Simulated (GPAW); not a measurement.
A run of GPAW 26.7.0 is set up as follows.

Contents of run.py:

```python
from ase.io import read
from gpaw import PW
from gpaw.dft import DFT

atoms = read('Bi.cif')

dft = DFT(atoms,
          mode=PW(600),
          xc='PBE',
          kpts={'size': (7, 7, 7), 'gamma': True},
          occupations={'name': 'fermi-dirac', 'width': 0.05},
          nbands=25,
          convergence={'density': 1e-05, 'energy': 1e-05},
          maxiter=150,
          txt='gpaw.txt')
print(f'Energy: {dft.calculate_energy():.6f} eV')
print('Forces (eV/A):')
print(dft.calculate_forces().round(4))
print('Stress (eV/A^3):', dft.calculate_stress().round(6))
dft.write_gpw_file('gs.gpw')
```

Bi.cif

```cif
data_Bi
_cell_length_a 4.72898005
_cell_length_b 4.72898005
_cell_length_c 4.72898005
_cell_angle_alpha 57.30423423
_cell_angle_beta 57.30423423
_cell_angle_gamma 57.30423423
_space_group_name_H-M_alt 'P1'
_space_group_name_Hall 'P 1'
_space_group_IT_number 1
loop_
_space_group_symop_operation_xyz
'x,y,z'
loop_
_atom_site_label
_atom_site_type_symbol
_atom_site_symmetry_multiplicity
_atom_site_Wyckoff_symbol
_atom_site_fract_x
_atom_site_fract_y
_atom_site_fract_z
_atom_site_occupancy
Bi1 Bi 1 a 0.7660000000 0.7660000000 0.7660000000 1
Bi2 Bi 1 a 0.2340000000 0.2340000000 0.2340000000 1
```

Potentials or basis: GPAW PAW data sets (gpaw-data 1.2.1), pw.

The run is started by

```bash
$ OMP_NUM_THREADS=1 python run.py
```

(1) Predict the band gap on the k mesh.

(2) Estimate the pressure.

(3) Estimate the largest force.

Results:

(1) 0.27 eV, indirect (least direct gap 0.54 eV).

(2) 2.0 GPa.

(3) 0.193 eV/Å.

Caveat: spin-orbit coupling is left out, which as a rule narrows the gap of such compounds by several tenths of an eV; an odd mesh through Γ misses points on the zone boundary, where band edges often lie.
